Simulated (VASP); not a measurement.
Set up this calculation in VASP 6.6.1, as the native input.

```
Task                   : single point
Functional             : PBE
Potentials or basis    : VASP PAW PBE potentials, release 64 (Ge_d, S)
Cutoff                 : 520 eV
k mesh                 : 2 × 6 × 6
Occupations            : fermi-dirac, width 0.05 eV
Spin                   : no spin polarisation
Dipole correction      : no
Further INCAR settings : ALGO = Fast; EDIFF = 1e-06; NBANDS = 50
```

The structure of GeS lies in POSCAR:

```
GeS
1.0
   10.4810000000      0.0000000000      0.0000000000
    0.0000000000      3.6460000000      0.0000000000
    0.0000000000      0.0000000000      4.2990000000
Ge S
4 4
Direct
    0.1221000000      0.2500000000      0.1277000000
    0.3779000000      0.7500000000      0.6277000000
    0.6221000000      0.2500000000      0.3723000000
    0.8779000000      0.7500000000      0.8723000000
    0.8495000000      0.2500000000      0.5023000000
    0.6505000000      0.7500000000      0.0023000000
    0.3495000000      0.2500000000      0.9977000000
    0.1505000000      0.7500000000      0.4977000000
```

These files were run (other wordings do the same):

INCAR

```
SYSTEM = GeS
PREC = Accurate
ENCUT = 520
EDIFF = 1E-6
ISMEAR = -1
SIGMA = 0.05
LREAL = .False.
LASPH = .True.
NELM = 100
ALGO = Fast
ISIF = 2
LWAVE = .False.
LCHARG = .False.
GGA = PE
NBANDS = 50
```

KPOINTS

```
regular mesh
0
Gamma
  2 6 6
  0 0 0
```

Potentials or basis: VASP PAW PBE potentials, release 64 (Ge_d, S).

Launch:

```bash
$ cat potpaw_PBE.64/Ge_d/POTCAR potpaw_PBE.64/S/POTCAR > POTCAR
$ mpirun -np 1 vasp_std > vasp.out
```

It gave:

```
Pressure               : 2.4 GPa
Largest force          : 0.138 eV/Å
Band gap on the k mesh : 1.12 eV, direct
```

It took 3.6 min on 1 thread of Intel(R) Xeon(R) Platinum 8488C (Sapphire Rapids) (shared host), peak memory 0.36 GiB.
